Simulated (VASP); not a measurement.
An input for Quantum ESPRESSO's pw.x (written as the equivalent of a VASP run, and not itself run):

```
&CONTROL
  calculation = 'vc-relax'
  pseudo_dir = './pseudo'
  outdir = './out'
  tprnfor = .true.
  tstress = .true.
  nstep = 50
  forc_conv_thr = 0.00019
/
&SYSTEM
  ibrav = 0
  nat = 5
  ntyp = 3
  ecutwfc = 70
  occupations = 'smearing'
  smearing = 'gaussian'
  degauss = 0.00147
  input_dft = 'pbe'
/
&ELECTRONS
  conv_thr = 7.3e-11
  electron_maxstep = 100
/
&IONS
/
&CELL
/
ATOMIC_SPECIES
  Cs 132.905 Cs.upf
  Pb 207.200 Pb.upf
  I 126.904 I.upf
CELL_PARAMETERS angstrom
     6.3793070    0.0000000    0.0000000
     0.0000000    6.3793070    0.0000000
     0.0000000    0.0000000    6.3793070
ATOMIC_POSITIONS crystal
  Cs   0.5000000  0.5000000  0.5000000
  Pb   0.0000000  0.0000000  0.0000000
  I    0.0000000  0.0000000  0.5000000
  I    0.5000000  0.0000000  0.0000000
  I    0.0000000  0.5000000  0.0000000
K_POINTS automatic
  6 6 6 1 1 1
```

**Question.** Translate this input to VASP (INCAR, KPOINTS, POSCAR, choice of POTCAR).

**Answer.** One answer among several that fit: 
POSCAR:
```
CsPbI3
1
    6.3793070000     0.0000000000     0.0000000000
    0.0000000000     6.3793070000     0.0000000000
    0.0000000000     0.0000000000     6.3793070000
Cs Pb I
1 1 3
Direct
  0.5000000000   0.5000000000   0.5000000000
  0.0000000000   0.0000000000   0.0000000000
  0.0000000000   0.0000000000   0.5000000000
  0.5000000000   0.0000000000   0.0000000000
  0.0000000000   0.5000000000   0.0000000000
```

**KPOINTS**
```
Automatic mesh
0
Gamma
6 6 6
0.5 0.5 0.5
```

**INCAR**
```
SYSTEM = CsPbI3
PREC = Accurate
ENCUT = 420
EDIFF = 1E-09
NELM = 100
ALGO = Normal
LREAL = .FALSE.
LASPH = .TRUE.
ISMEAR = 0
SIGMA = 0.02
GGA = PE
LMAXMIX = 4
LWAVE = .FALSE.
LCHARG = .FALSE.
ISIF = 3
IBRION = 2
NSW = 50
EDIFFG = -0.005
```

POTCAR, in this order: Cs_sv Pb_d I (PBE.64 set). Program: vasp_std.

What does not carry over: the potentials are each code's own (VASP's PAW set, PseudoDojo norm-conserving files in pw.x), so ENCUT and ecutwfc are chosen apart and not converted; conv_thr bounds pw.x's estimated SCF error, while EDIFF bounds the energy change between steps; forc_conv_thr acts on force components and is met together with etot_conv_thr.

The structure comes from a computed database's CsPbI3 entry; how it stands against other phases isn't given here. This run relaxes it. Symmetry was kept, so distortions that lower it aren't found. The run is one of a series of settings (EDIFF = 1E-09, EDIFFG = -0.005, ENCUT = 420, IBRION = 2, ISIF = 3, NSW = 50, KPOINTS 6×6×6 Γ-centred mesh shifted by (0.5, 0.5, 0.5) against the base run), some of them coarse on purpose.
